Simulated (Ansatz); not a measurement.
WS$_{2}$: H interstitial

All numbers below come from DFT PBE, scalar-relativistic, plane waves, PAW in Ansatz 0.2.0. (420 eV cutoff, 4×3×4 k-mesh, Gaussian smearing of 0.01 eV, collinear spin in charge 0 alone)

Host crystal, relaxed:

```yaml
crystal:
  lattice:
    - [1.59387, 0.92022, 7.47444]
    - [-1.59387, 0.92022, 7.47444]
    - [0.00000, -1.84045, 7.47444]
  atoms:
    - { symbol: W, position: [0.00068, 0.00068, 0.00068] }
    - { symbol: S, position: [0.40407, 0.40407, 0.40407] }
    - { symbol: S, position: [0.26395, 0.26395, 0.26395] }
```

Supercell of 15 atoms, rows in host cell vectors: -1 -1 2; 0 0 1; -3 2 1. Atoms relax at the host's cell, keeping the symmetry that the supercell leaves at the site. The cell is small, so energies carry finite-size errors of tenths of an eV. The host's Kohn–Sham gap is 1.64 eV.

Spin-orbit coupling is left out, which matters for the bands and energies of heavy elements.

Defect: H interstitial at (0.812, 0.844, 0.844) of the host cell, charge +1.

Question: Give the relaxed supercell.

Answer:
```
CELL_PARAMETERS angstrom
0.00000 -5.52134 0.00000
0.00000 -1.84045 7.47444
-7.96937 -2.76067 0.00000
ATOMIC_POSITIONS crystal
W 0.61216 0.00987 0.78868
W 0.80524 0.01060 0.39463
W 0.21290 0.00988 0.58715
W 0.42389 0.01029 0.18788
W 0.01201 0.01059 0.98117
S 0.21120 0.22130 0.78495
S 0.40763 0.22214 0.39008
S 0.80823 0.22130 0.59086
S 0.01578 0.20491 0.18787
S 0.60982 0.22217 0.98573
S 0.35071 0.79858 0.78643
S 0.55079 0.79790 0.38871
S 0.94921 0.79861 0.58938
S 0.14787 0.80651 0.18790
S 0.75167 0.79783 0.98708
H 0.95614 0.38801 0.18776
```
Around the defect: 1 S at 1.37 Å, 3 W at 3.40 Å, 2 S at 3.42 Å, 1 S at 3.44 Å, 1 S at 3.45 Å. The run ended with a moment of 0.00 μB (no spin polarisation).

This form isn't the usual stable structure of the compound.